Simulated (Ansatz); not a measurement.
A 2-atom cell of AgCl started from a crystallographic database at its r2SCAN geometry, run in the plane-wave code Ansatz at 4 levels of theory. Non-magnetic throughout; all numbers are computed.

The LDA input:
```yaml
crystal:
  lattice:
    - [0.0, 2.7731725676, 2.7731725676]
    - [2.7731725676, 0.0, 2.7731725676]
    - [2.7731725676, 2.7731725676, 0.0]
  atoms:
    - { symbol: Ag, position: [0.0, 0.0, 0.0] }
    - { symbol: Cl, position: [0.5, 0.5, 0.5] }
kpoints:
  mp_grid: { grid: [8, 8, 8] }
  band_path:
    path:
      - [0.0, 0.0, 0.0]
      - [0.5, 0.0, 0.5]
      - [0.625, 0.25, 0.625]
      - [0.375, 0.375, 0.75]
      - [0.5, 0.5, 0.5]
      - [0.5, 0.25, 0.75]
      - [0.0375, 0.0375, 0.075]
    npoints: 1
hamiltonian:
  xc: lda
scf:
  occupations: { method: fixed }
  n_extra_bands: 4
output:
  forces: true
  stress: true
  eigenvalues: true
```

Main results, then, where recorded, the levels near the gap in eV from the Fermi energy (columns number the bands from 0), one row a point of the path (Γ, X, U, K, L, W, K–Γ (0.90)):
```
Crystal: 2 atoms, lattice volume = 42.654 Å³
Symmetry: 48 space group operations
Space group: Fm-3m (ITA 225)
```
```
Basis set: ecut = 420 eV, 869 PW (Γ)
Bands: 17, of which v1, the nominal top of the filled ones, is band 13 counted from 1 (12 counted from 0)
k-points: 29 of 512
Free energy (F): -8502.844716 eV
Fermi energy:    7.791750 eV
--- Stress (GPa, compression-positive) ---
       -5.574628       0.000000       0.000000
        0.000000      -5.574628       0.000000
        0.000000       0.000000      -5.574628
  P = ⅓ Tr σ = -5.5746 GPa (-55.746 kbar)
```
```tsv
band_9	band_10	band_11	band_12	band_13	band_14	band_15
-2.477	-2.304	-2.304	-2.304	0.615	10.566	10.566
-2.282	-2.011	-2.011	-1.934	2.083	7.781	8.381
-2.073	-1.891	-1.715	-1.077	3.344	7.014	7.879
-2.073	-1.891	-1.715	-1.077	3.344	7.014	7.879
-2.135	-1.816	0.000	0.000	3.951	6.310	7.377
-2.040	-2.022	-2.011	-1.247	3.967	7.642	7.642
-2.483	-2.193	-2.155	-1.918	0.826	10.137	10.399
```

LDA gives an indirect gap of 0.61 eV, from L to Γ; the least direct gap is 2.74 eV at K–Γ (0.90 of the way from K).

Question: Another run on the same cell gave
```
Basis set: ecut = 420 eV, 869 PW (Γ)
Bands: 34, of which v1, the nominal top of the filled ones, is band 26 counted from 1 (25 counted from 0)
k-points: 29 of 512
Free energy (F): -8673.242152 eV
Fermi energy:    8.597836 eV
--- Stress (GPa, compression-positive) ---
        1.582960       0.000000       0.000000
        0.000000       1.582960       0.000000
        0.000000       0.000000       1.582960
  P = ⅓ Tr σ = 1.5830 GPa (15.830 kbar)
```
```tsv
band_18	band_19	band_20	band_21	band_22	band_23	band_24	band_25	band_26	band_27	band_28	band_29	band_30	band_31
-2.764	-2.764	-2.726	-2.726	-2.699	-2.699	-2.699	-2.699	0.417	0.417	10.179	10.179	10.179	10.179
-2.766	-2.766	-2.668	-2.668	-2.271	-2.271	-2.169	-2.169	1.883	1.883	7.473	7.473	8.135	8.135
-2.669	-2.669	-2.247	-2.247	-2.027	-2.027	-1.502	-1.502	3.111	3.111	6.737	6.737	7.615	7.615
-2.669	-2.669	-2.247	-2.247	-2.027	-2.027	-1.502	-1.502	3.111	3.111	6.737	6.737	7.615	7.615
-2.601	-2.601	-2.151	-2.151	-0.495	-0.495	-0.453	-0.453	3.732	3.732	6.045	6.045	6.998	6.998
-2.620	-2.620	-2.274	-2.274	-2.223	-2.223	-1.625	-1.625	3.698	3.698	7.292	7.292	7.385	7.385
-2.854	-2.854	-2.601	-2.601	-2.538	-2.538	-2.342	-2.342	0.614	0.614	9.799	9.799	10.053	10.053
```
Which level of theory and mesh gave it?

Answer: It is PBE+SOC, on 8×8×8; the blocks that differ from the first input, but for the band path:
```yaml
hamiltonian:
  xc: pbe
scf:
  occupations: { method: fermi_dirac, width: 0.02 }
  n_extra_bands: 8
magnetization:
  noncollinear: true
  spin_orbit: true
```
PBE+SOC gives an indirect gap of 0.87 eV, from L to Γ; the least direct gap is 2.96 eV at K–Γ (0.90 of the way from K). At this geometry PBE+SOC finds +1.58 GPa, compression counted positive: its own equilibrium volume is larger.

Question: Another run on the same cell gave
```
Basis set: ecut = 500 eV, 1067 PW (Γ)
Bands: 17, of which v1, the nominal top of the filled ones, is band 13 counted from 1 (12 counted from 0)
k-points: 29 of 512
Free energy (F): -8688.746840 eV
Fermi energy:    7.789707 eV
--- Stress (GPa, compression-positive) ---
       -0.034901       0.000000       0.000000
        0.000000      -0.034901       0.000000
        0.000000       0.000000      -0.034901
  P = ⅓ Tr σ = -0.0349 GPa (-0.349 kbar)
```
```tsv
band_9	band_10	band_11	band_12	band_13	band_14	band_15
-2.406	-2.406	-2.397	-2.397	1.475	11.198	11.198
-2.215	-1.982	-1.982	-1.863	2.969	8.304	9.294
-2.039	-1.867	-1.636	-1.047	4.196	7.720	8.688
-2.039	-1.867	-1.636	-1.047	4.196	7.720	8.688
-2.095	-1.771	0.000	0.000	4.738	7.218	8.247
-2.012	-1.981	-1.952	-1.138	4.763	8.366	8.366
-2.416	-2.235	-2.142	-1.929	1.661	10.788	11.075
```
Which level of theory and mesh gave it?

Answer: It is r2SCAN, on 8×8×8; the blocks that differ from the first input, but for the band path:
```yaml
hamiltonian:
  xc: r2scan
```
The r2SCAN gap is indirect, 1.48 eV (L to Γ), below the direct gap of 3.59 eV at K–Γ (0.90 of the way from K). The mean stress is close to zero (-0.03 GPa).

Question: Another run on the same cell gave
```
Basis set: ecut = 500 eV, 1067 PW (Γ)
Bands: 17, of which v1, the nominal top of the filled ones, is band 13 counted from 1 (12 counted from 0)
k-points: 16 of 216
hybrid outer 1: dexx = +4.590e-4 eV, tail = 7.80e-7 eV
hybrid outer 2: dexx = +3.633e-9 eV, tail = 8.28e-9 eV, Δε = 5.26e-4 eV
Free energy (F): -8688.513493 eV
Fermi energy:    7.258200 eV
--- Stress (GPa, compression-positive) ---
        0.127351       0.000000       0.000000
        0.000000       0.127351       0.000000
        0.000000       0.000000       0.127351
  P = ⅓ Tr σ = 0.1274 GPa (1.274 kbar)
```
```tsv
band_9	band_10	band_11	band_12	band_13	band_14	band_15
-2.594	-2.344	-2.344	-2.344	2.273	12.099	12.099
-2.411	-2.158	-2.158	-2.051	3.843	9.115	10.184
-2.215	-2.017	-1.767	-1.103	5.086	8.559	9.557
-2.215	-2.017	-1.767	-1.103	5.086	8.559	9.557
-2.273	-1.900	0.000	0.000	5.512	8.213	9.123
-2.147	-2.147	-2.142	-1.192	5.667	9.216	9.216
-2.601	-2.249	-2.197	-1.964	2.458	11.667	11.976
```
Which level of theory and mesh gave it?

Answer: It is r2SCANh, judged by the exchange loop and the size of the gap (a near hybrid could fit too), on 6×6×6; the blocks that differ from the first input, but for the band path:
```yaml
kpoints:
  mp_grid: { grid: [6, 6, 6] }
hamiltonian:
  xc: r2scanh
```
The r2SCANh gap is indirect, 2.27 eV (L to Γ), below the direct gap of 4.42 eV at K–Γ (0.90 of the way from K). The mean stress, +0.1 GPa, is small, and the program warns that its thresholds are loose for a hybrid's stress.

Small level splittings and stresses of the hybrids carry the error of their coarser meshes.

Totals of different functionals, or with and without spin-orbit coupling, can't be compared.

Only the levels marked +SOC include spin-orbit coupling.

The meshes of the hybrids are coarse, so their gaps aren't converged to the digits shown.
